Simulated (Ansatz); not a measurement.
LiI (rock salt) was relaxed and computed twice in Ansatz (plane waves, PAW), once with PBEsol and once with r²SCAN.

```tsv
	run 1	run 2
cell	a = b = c = 5.9022 Å, α = β = γ = 90.00°	a = b = c = 6.0188 Å, α = β = γ = 90.00°
gap (eV)	4.31	5.00
ΔH_f (eV/atom)	-1.22	-1.37
B₀ by P(V) fit (GPa)	22.6	20.8
K_Hill (GPa)	22.6	20.9
G_Hill (GPa)	15.0	13.6
ε∞	4.34	3.81
ε0	14.1	18.8
highest Γ mode, no LO–TO term (cm⁻¹)	158	125
electron conductivity mass (mₑ)	0.55	0.54
Θ_D (K)	208	200
```

Question: Which run used which functional?

Answer: Run 1 is PBEsol, run 2 is r²SCAN.

All cells were relaxed under the symmetry of their starts (and spin orders); stability against distortions was not tested throughout. Scalar-relativistic: spin–orbit coupling is off unless named, which matters more the heavier the elements.

Potentials: the later of the program's two PAW sets.

Ansatz (a first-principles code) is a plane-wave DFT program.

Formation energies count from the lowest solids of the elements computed at the same level, not from gases.
